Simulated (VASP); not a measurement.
# Mg (P6_3/mmc) in VASP: notebook

Aim: see how the results for Mg move with the level of theory and the settings. Levels: PBEsol+D4, PBEsol+rVV10, RPBE+D3, RPBE+D3(BJ), RPBE+D4. Tasks: relaxation of cell and atoms.

Program: VASP 6.6.1. These are calculated values, not measurements. Logs are shortened: lines on timing, memory, paths and dates and some standing lists are left out, and cuts for length are marked.

## Step 1: The crystal as given

It takes space group P6_3/mmc (No. 194, hexagonal). The conventional cell has a = 3.209 Å, b = 3.209 Å, c = 5.210 Å, α = 90.00°, β = 90.00°, γ = 120.00°. Mg (site symmetry -6m2) is surrounded by 12 Mg at 3.20 to 3.21 Å.

## Step 2: Relaxation of cell and atoms, PBEsol+D4

INCAR

```
  PREC = Accurate
  ENCUT = 600
  EDIFF = 1E-6
  ISMEAR = -1
  SIGMA = 0.05
  LREAL = False
  LASPH = True
  NELM = 80
  ALGO = Fast
  ISIF = 3
  LWAVE = False
  LCHARG = False
  GGA = PS
  IVDW = 13
  IBRION = 2
  NSW = 40
  EDIFFG = -0.01
```

KPOINTS

```
regular mesh
0
Gamma
  10 10 5
```

POSCAR

```
Mg
1.0
    3.2093000000      0.0000000000      0.0000000000
   -1.6046500000      2.7793353284      0.0000000000
    0.0000000000      0.0000000000      5.2103000000
Mg
2
Direct
    0.6666666667      0.3333333333      0.7500000000
    0.3333333333      0.6666666667      0.2500000000
```

Potentials or basis: VASP PAW PBE potentials, release 64 (Mg).

On the command line:

```console
> cat potpaw_PBE.64/Mg/POTCAR > POTCAR
> mpirun -np 1 vasp_std > vasp.out
```

OUTCAR:

```text
PREC = Accurate
   ENCUT = 600
   EDIFF = 1E-6
   ISMEAR = -1
   LREAL = False
   LASPH = True
   NELM = 80
   ISIF = 3
   GGA = PS
   IVDW = 13
   IBRION = 2
   NSW = 40
   EDIFFG = -0.01

 ion  position               nearest neighbor table
   1  0.667  0.333  0.750-   2 3.20   2 3.20   2 3.20   2 3.20   2 3.20   2 3.20
   2  0.333  0.667  0.250-   1 3.20   1 3.20   1 3.20   1 3.20   1 3.20   1 3.20

  LATTYP: Found a hexagonal cell.
 ALAT       =     3.2093000000
 C/A-ratio  =     1.6235004518

  Lattice vectors:

 A1 = (   3.2093000000,   0.0000000000,   0.0000000000)
 A2 = (  -1.6046500000,   2.7793353284,   0.0000000000)
 A3 = (   0.0000000000,   0.0000000000,   5.2103000000)

Analysis of symmetry for initial positions (statically):
=====================================================================
 Subroutine PRICEL returns:
 Original cell was already a primitive cell.

 Routine SETGRP: Setting up the symmetry group for a
 hexagonal supercell.

 Subroutine GETGRP returns: Found 24 space group operations
 (whereof 12 operations were pure point group operations)
 out of a pool of 24 trial point group operations.

The static configuration has the point symmetry D_3d.
 The point group associated with its full space group is D_6h.

Analysis of symmetry for dynamics (positions and initial velocities):
=====================================================================
 Subroutine PRICEL returns:
 Original cell was already a primitive cell.

 Routine SETGRP: Setting up the symmetry group for a
 hexagonal supercell.

 Subroutine GETGRP returns: Found 24 space group operations
 (whereof 12 operations were pure point group operations)
 out of a pool of 24 trial point group operations.

The dynamic configuration has the point symmetry D_3d.
 The point group associated with its full space group is D_6h.

 Subroutine INISYM returns: Found 24 space group operations
 (whereof 12 operations are pure point group operations),
 and found     1 'primitive' translations

----------------------------------------------------------------------------------------

                                     Primitive cell

  volume of cell :      46.4744

  direct lattice vectors                    reciprocal lattice vectors
     3.209300000  0.000000000  0.000000000     0.311594429  0.179899127  0.000000000
    -1.604650000  2.779335328  0.000000000     0.000000000  0.359798255  0.000000000
     0.000000000  0.000000000  5.210300000     0.000000000  0.000000000  0.191927528

  length of vectors
     3.209300000  3.209300000  5.210300000     0.359798255  0.359798255  0.191927528

  position of ions in fractional coordinates (direct lattice)
     0.666666667  0.333333333  0.750000000
     0.333333333  0.666666667  0.250000000

  ion indices of the primitive-cell ions
   primitive index   ion index
                 1           1
                 2           2

----------------------------------------------------------------------------------------

 KPOINTS: regular mesh

Automatic generation of k-mesh.
 Grid dimensions read from file:
 generate k-points for:   10   10    5

 Generating k-lattice:

  Cartesian coordinates                     Fractional coordinates (reciprocal lattice)
     0.031159443  0.017989913  0.000000000     0.100000000 -0.000000000  0.000000000
     0.000000000  0.035979825  0.000000000     0.000000000  0.100000000  0.000000000
     0.000000000  0.000000000  0.038385506     0.000000000  0.000000000  0.200000000

  Length of vectors
     0.035979825  0.035979825  0.038385506

  Shift w.r.t. Gamma in fractional coordinates (k-lattice)
     0.000000000  0.000000000  0.000000000

 Subroutine IBZKPT returns following result:
 ===========================================

 Found     42 irreducible k-points:

 Following reciprocal coordinates:
            Coordinates               Weight
  0.000000  0.000000  0.000000      1.000000
  0.100000  0.000000  0.000000      6.000000
  0.200000  0.000000  0.000000      6.000000
  0.300000  0.000000  0.000000      6.000000
  0.400000  0.000000  0.000000      6.000000
  0.500000  0.000000  0.000000      3.000000
[... 16 lines left out ...]
  0.300000  0.100000  0.200000     24.000000
  0.400000  0.100000  0.200000     24.000000
 [... further k-points ...]
   k-points           NKPTS =     42   k-points in BZ     NKDIM =     42   number of bands    NBANDS=      6
   number of dos      NEDOS =    301   number of ions     NIONS =      2
   total plane-waves  NPLWV =  32928
   dimension x,y,z NGX =    28 NGY =   28 NGZ =   42
   dimension x,y,z NGXF=    56 NGYF=   56 NGZF=   84
   ions per type =               2
   NGX,Y,Z   is equivalent  to a cutoff of  14.50, 14.50, 13.40 a.u.
   NGXF,Y,Z  is equivalent  to a cutoff of  29.01, 29.01, 26.80 a.u.
 SYSTEM =  unknown system
   PREC   = accura    normal or accurate (medium, high low for compatibility)
   ISTART =      0    job   : 0-new  1-cont  2-samecut
   ICHARG =      2    charge: 1-file 2-atom 10-const
   ISPIN  =      1    spin polarized calculation?
   LNONCOLLINEAR =      F non collinear calculations
   LSORBIT =      F    spin-orbit coupling
   LASPH  =      T    aspherical Exc in radial PAW
   ENCUT  =  600.0 eV  44.10 Ry    6.64 a.u.   6.41  6.41 10.41*2*pi/ulx,y,z
   NELM   =     80;   NELMIN=  2; NELMDL= -5     # of ELM steps
   EDIFF  = 0.1E-05   stopping-criterion for ELM
   LREAL  =      F    real-space projection
   EDIFFG = -.1E-01   stopping-criterion for IOM
   NSW    =     40    number of steps for IOM
   IBRION =      2    ionic relax: 0-MD 1-quasi-New 2-CG
   NFREE  =      1    steps in history (QN), initial steepest desc. (CG)
   ISIF   =      3    stress and relaxation
   ISYM   =      2    0-nonsym 1-usesym 2-fastsym
   POTIM  = 0.5000    time-step for ionic-motion
   TEBEG  =    0.0;   TEEND  =   0.0 temperature during run
   PSTRESS=    0.0 pullay stress
   NELECT =       4.0000    total number of electrons
   NUPDOWN=      -1.0000    fix difference up-down
   EMIN   =  10.00;   EMAX   =-10.00  energy-range for DOS
   EFERMI =   0.00;   METHOD = LEGACY
   ISMEAR =    -1;   SIGMA  =   0.05  broadening in eV -4-tet -1-fermi 0-gaus
   EFERMI_NEDOS =   21; number of points for ismear=-14 and -15
   IALGO  =     68    algorithm
   IMIX   =      4    mixing-type and parameters
     AMIX     =   0.40;   BMIX     =  1.00
     AMIX_MAG =   1.60;   BMIX_MAG =  1.00
  volume/ion in A,a.u.               =      23.24       156.81
  Fermi-wavevector in a.u.,A,eV,Ry     =   0.722809  1.365911  7.108401  0.522453
  Thomas-Fermi vector in A             =   1.812866
   LORBIT       =      0    0 simple, 1 ext, 2 COOP (PROOUT), +10 PAW based schemes
   GGA     = PS    functional components
   LHFCALC =     F    Hartree Fock is set to
   AEXX    =    0.0000 exact exchange contribution
   IVDW    =    13    specifies the selected vdW correction
   LEPSILON=     F    determine dielectric tensor
   LRPA    =     F    only Hartree local field effects (RPA)
 conjugate gradient relaxation of ions
 non-spin polarized calculation
 RMM-DIIS sequential band-by-band and
  energy-cutoff  :      600.00
  volume of cell :       46.47
 maximum number of plane-waves:      1578
 NGX is ok and might be reduce to    28
   NGX = 13   NGY = 13   NGZ = 21

--------------------------------------- Ionic step        1  -------------------------------------------

 number of electron       4.0000000 magnetization

 Free energy of the ion-electron system (eV)
  ---------------------------------------------------
  ext. energy  EPLUGINS =         0.00000000
  ---------------------------------------------------
  free energy    TOTEN  =        -3.43705089 eV

  energy without entropy =       -3.42518153  energy(sigma->0) =       -3.43111621

------------------------ aborting loop because EDIFF is reached ----------------------------------------

  DFT-D4 for vdW energy calculation

  Edisp (eV):   -0.18466

  FORCE on cell =-STRESS in cart. coord.  units (eV):
  Direction    XX          YY          ZZ          XY          YZ          ZX
  --------------------------------------------------------------------------------------
  -------------------------------------------------------------------------------------
  Total       0.78271     0.78271     1.08744     0.00000     0.00000     0.00000
  in kB      26.98332    26.98332    37.48880     0.00000     0.00000     0.00000
  external pressure =       30.49 kB  Pullay stress =        0.00 kB
[... 97 lines left out ...]
  FREE ENERGIE OF THE ION-ELECTRON SYSTEM (eV)
  ---------------------------------------------------
  free  energy   TOTEN  =        -3.6040628362 eV

  energy  without entropy=       -3.5921036036  energy(sigma->0) =       -3.59808322

[... ionic steps 4 to 22 ...]

--------------------------------------- Ionic step       23  -------------------------------------------

 number of electron       4.0000000 magnetization

------------------------ aborting loop because EDIFF is reached ----------------------------------------

  DFT-D4 for vdW energy calculation

  Edisp (eV):   -0.18512
[... 69 lines left out ...]
  energy  without entropy=       -3.6184942243  energy(sigma->0) =       -3.62282112

--------------------------------------- Ionic step       25  -------------------------------------------

 number of electron       4.0000000 magnetization

 Free energy of the ion-electron system (eV)
  ---------------------------------------------------
  ext. energy  EPLUGINS =         0.00000000
  ---------------------------------------------------
  free energy    TOTEN  =        -3.44202452 eV

  energy without entropy =       -3.43333747  energy(sigma->0) =       -3.43768099

 E-fermi :   2.5796     XC(G=0):  -8.4963

 val. band max:        2.5223133118   @ k =   0.3000   0.3000   0.4000
 cond. band min:       2.5929661612   @ k =   0.4000   0.1000   0.4000
 fundamental gap:      0.0706528494
 Fermi energy:         2.5796448633

 k-point     1 :       0.0000    0.0000    0.0000
  band No.  band energies     occupation
      1      -4.3473      2.00000
      2       0.7101      2.00000
      3       1.0052      2.00000
      4      13.7194      0.00000
      5      13.7194      0.00000
      6      13.8888      0.00000

 k-point     2 :       0.1000    0.0000    0.0000
  band No.  band energies     occupation
      1      -4.1480      2.00000
      2       0.8930      2.00000
      3       1.1997      2.00000
      4      10.9035      0.00000
      5      12.3101      0.00000
      6      13.0239      0.00000
[... 190 lines left out ...]
 k-point    24 :       0.4000    0.1000    0.2000
  band No.  band energies     occupation
      1      -0.0475      2.00000
      2       1.7761      2.00000
      3       3.0926      0.00007
      4       4.8486      0.00000
      5       6.7473      0.00000
      6       7.7694      0.00000

 [... further k-points ...]

------------------------ aborting loop because EDIFF is reached ----------------------------------------

  DFT-D4 for vdW energy calculation

  Edisp (eV):   -0.18512

  FORCE on cell =-STRESS in cart. coord.  units (eV):
  Direction    XX          YY          ZZ          XY          YZ          ZX
  --------------------------------------------------------------------------------------
  -------------------------------------------------------------------------------------
  Total       0.00278     0.00278     0.00898     0.00000     0.00000    -0.00000
  in kB       0.09571     0.09571     0.30978     0.00000     0.00000    -0.00000
  external pressure =        0.17 kB  Pullay stress =        0.00 kB
[... 17 lines left out ...]
  FREE ENERGIE OF THE ION-ELECTRON SYSTEM (eV)
  ---------------------------------------------------
  free  energy   TOTEN  =        -3.6271494279 eV

  energy  without entropy=       -3.6184623770  energy(sigma->0) =       -3.62280590

 reached required accuracy - stopping structural energy minimisation
```

It took 1.8 min on 1 thread of Intel Xeon Platinum 8488C (Sapphire Rapids), shared host; peak memory 0.18 GiB.

Results:

```yaml
Free_energy: -3.6271 eV
Relaxed_volume: 23.23 Å³/atom
Relaxed_cell: a = 3.175 Å, b = 3.175 Å, c = 5.320 Å, α = 90.00°, β = 90.00°, γ = 120.00°
Space_group_after_relaxing_to_0.05_Å: P6_3/mmc (No. 194)
Energy_gained_by_relaxing: 2.7 meV/atom
Ionic_steps: 25
Pressure_after_relaxing: 0.0 GPa
Band_gap_on_the_k_mesh: none (metal or under the smearing width)
Dispersion_energy_per_atom: -0.093 eV
```

Step by step:
```csv
step,energy change (eV),largest force (eV/Å),pressure (GPa),volume (Å³)
1,0.0000,0.0000,3.05,46.47
2,0.0480,0.0000,-3.47,49.51
3,0.0176,0.0000,-2.62,47.87
4,0.0084,0.0000,-2.23,47.23
5,0.0036,0.0000,-1.99,46.85
6,0.0014,0.0000,-1.87,46.66
7,0.0004,0.0000,-1.75,46.57
8,-0.0001,0.0000,-1.24,46.52
9,-0.0002,0.0000,-0.15,46.50
10,-0.0002,0.0000,-0.06,46.50
11,-0.0002,0.0000,-0.10,46.50
12,-0.0016,0.0000,-0.24,46.50
13,-0.0051,0.0000,-1.30,46.51
14,-0.0052,0.0000,-1.50,46.50
15,-0.0054,0.0000,-0.85,46.47
16,-0.0054,0.0000,-0.01,46.45
17,-0.0054,0.0000,-0.23,46.46
18,-0.0054,0.0000,-0.17,46.46
19,-0.0054,0.0000,-0.09,46.46
20,-0.0054,0.0000,0.19,46.45
21,-0.0054,0.0000,0.35,46.45
22,-0.0054,0.0000,0.33,46.45
23,-0.0054,0.0000,0.29,46.45
24,-0.0054,0.0000,0.19,46.46
25,-0.0054,0.0000,0.02,46.46
```

Final structure:
```
Mg
1.0
     3.17546    0.00000    0.00000
    -1.58773    2.75003    0.00000
     0.00000    0.00000    5.32043
Mg
2
Direct
  0.66667 0.33333 0.75000
  0.33333 0.66667 0.25000
```

Caveat: the PAW data sets were made with another functional, which shifts forces and pressure a little; pairwise dispersion overbinds metals, which lowers pressure and volume.

## Step 3: Relaxation of cell and atoms, PBEsol+rVV10

INCAR

```
  PREC = Accurate
  ENCUT = 600
  EDIFF = 1E-7
  ISMEAR = -1
  SIGMA = 0.05
  LREAL = F
  LASPH = T
  NELM = 100
  ALGO = Fast
  ISIF = 3
  LWAVE = F
  LCHARG = F
  GGA = PS
  LUSE_VDW = T
  IVDW_NL = 2
  BPARAM = 20.0
  CPARAM = 0.0093
  IBRION = 2
  NSW = 60
  EDIFFG = -0.005
```

KPOINTS is that of step 2.

POSCAR is that of step 2.

Potentials or basis: VASP PAW PBE potentials, release 64 (Mg).

On the command line:

```console
> cat potpaw_PBE.64/Mg/POTCAR > POTCAR
> mpirun -np 1 vasp_std > vasp.out
```

It took 4.7 min on 1 thread of Intel Xeon Platinum 8488C (Sapphire Rapids), shared host; peak memory 0.31 GiB.

The run converged. Its results:

```
Free energy                            : -3.3350 eV
Relaxed volume                         : 22.50 Å³/atom
Relaxed cell                           : a = 3.145 Å, b = 3.145 Å, c = 5.254 Å, α = 90.00°, β = 90.00°, γ = 120.00°
Space group after relaxing (to 0.05 Å) : P6_3/mmc (No. 194)
Energy gained by relaxing              : 5.2 meV/atom
Ionic steps                            : 7
Pressure after relaxing                : 0.0 GPa
Band gap on the k mesh                 : none (metal or under the smearing width)
```

Step by step:
```
step  energy change (eV)  largest force (eV/Å)  pressure (GPa)  volume (Å³)
   1              0.0000                0.0000           -1.18        46.47
   2             -0.0072                0.0000           -0.30        45.33
   3             -0.0083                0.0000            0.21        44.73
   4             -0.0098                0.0000            0.20        44.75
   5             -0.0102                0.0000            0.20        44.77
   6             -0.0102                0.0000            0.20        44.77
   7             -0.0103                0.0000            0.00        45.00
```

Final structure:
```cif
data_structure
_symmetry_space_group_name_H-M 'P 1'
_symmetry_Int_Tables_number 1
_cell_length_a 3.1448
_cell_length_b 3.1448
_cell_length_c 5.2539
_cell_angle_alpha 90.000
_cell_angle_beta 90.000
_cell_angle_gamma 120.000
_cell_volume 45.00
loop_
_atom_site_label
_atom_site_type_symbol
_atom_site_fract_x
_atom_site_fract_y
_atom_site_fract_z
_atom_site_occupancy
Mg1 Mg 0.66667 0.33333 0.75000 1
Mg2 Mg 0.33333 0.66667 0.25000 1
```

Levels at points of the mesh, in eV from the Fermi level:
| k point | band 1 | band 2 | band 3 | band 4 | band 5 |
| --- | --- | --- | --- | --- | --- |
| (0.00, 0.00, 0.00) | -7.06 | -1.91 | -1.55 | 11.30 | 11.30 |
| (0.50, 0.00, 0.00) | -2.16 | -2.09 | 2.61 | 2.92 | 3.09 |

Caveat: the PAW data sets were made with another functional, which shifts forces and pressure a little; pairwise dispersion overbinds metals, which lowers pressure and volume.

## Step 4: Relaxation of cell and atoms, RPBE+D3

INCAR

```
SYSTEM = Mg
PREC     = Accurate       ! precision mode
ENCUT    = 600            ! plane-wave cutoff, eV
EDIFF    = 1E-7           ! SCF threshold, eV
ISMEAR   = -1             ! smearing method
SIGMA    = 0.05           ! smearing width, eV
LREAL    = .False.        ! projectors in reciprocal space
LASPH    = .True.         ! aspherical terms in the spheres
NELM     = 100            ! most SCF steps
ALGO     = Fast           ! electronic algorithm
ISIF     = 3              ! what is computed and relaxed
LWAVE    = .False.        ! write WAVECAR
LCHARG   = .False.        ! write CHGCAR
GGA      = RP             ! functional
IVDW     = 11             ! dispersion correction
IBRION   = 2              ! ionic algorithm
NSW      = 60             ! ionic steps
EDIFFG   = -0.01          ! ionic threshold
```

KPOINTS

```
Automatic mesh
0
Gamma
  10 10 5
  0 0 0
```

POSCAR is that of step 3.

On the command line:

```console
> cat potpaw_PBE.64/Mg/POTCAR > POTCAR
> mpirun -np 1 vasp_std > vasp.out
```

Run time: 61 s. Hardware: 1 thread of Intel Xeon Platinum 8488C (Sapphire Rapids), shared host; peak memory 0.19 GiB.

The run converged. Its results:

```yaml
Free_energy: -3.3742 eV
Relaxed_volume: 23.41 Å³/atom
Relaxed_cell: a = 3.186 Å, b = 3.186 Å, c = 5.327 Å, α = 90.00°, β = 90.00°, γ = 120.00°
Space_group_after_relaxing_to_0.05_Å: P6_3/mmc (No. 194)
Energy_gained_by_relaxing: 2.4 meV/atom
Ionic_steps: 8
Pressure_after_relaxing: 0.0 GPa
Band_gap_on_the_k_mesh: none (metal or under the smearing width)
Dispersion_energy_per_atom: -0.346 eV
```

The path:
| step | energy change (eV) | largest force (eV/Å) | pressure (GPa) | volume (Å³) |
| --- | --- | --- | --- | --- |
| 1 | 0.0000 | 0.0000 | 0.20 | 46.47 |
| 2 | -0.0017 | 0.0000 | 0.08 | 46.67 |
| 3 | -0.0044 | 0.0000 | -0.29 | 47.24 |
| 4 | -0.0044 | 0.0000 | -0.23 | 47.15 |
| 5 | -0.0044 | 0.0000 | -0.25 | 47.18 |
| 6 | -0.0047 | 0.0000 | -0.04 | 46.87 |
| 7 | -0.0047 | 0.0000 | -0.07 | 46.92 |
| 8 | -0.0048 | 0.0000 | -0.01 | 46.82 |

Final structure:
```xyz
2
Lattice="3.1859 0.0000 0.0000 -1.5929 2.7590 0.0000 0.0000 0.0000 5.3271" Properties=species:S:1:pos:R:3 pbc="T T T"
Mg    1.5929    0.9197    3.9953
Mg    0.0000    1.8394    1.3318
```

Levels at points of the mesh, in eV from the Fermi level:
```tsv
k point	band 1	band 2	band 3	band 4	band 5	band 6
(0.00, 0.00, 0.00)	-6.90	-1.87	-1.53	11.10	11.10	11.29
(0.50, 0.00, 0.00)	-2.10	-2.04	2.55	2.88	3.01	3.49
```

Caveat: the PAW data sets were made with another functional, which shifts forces and pressure a little; pairwise dispersion overbinds metals, which lowers pressure and volume. Zero-point motion and thermal expansion aren't in these numbers.

(Part 1 of 2 ends here.)
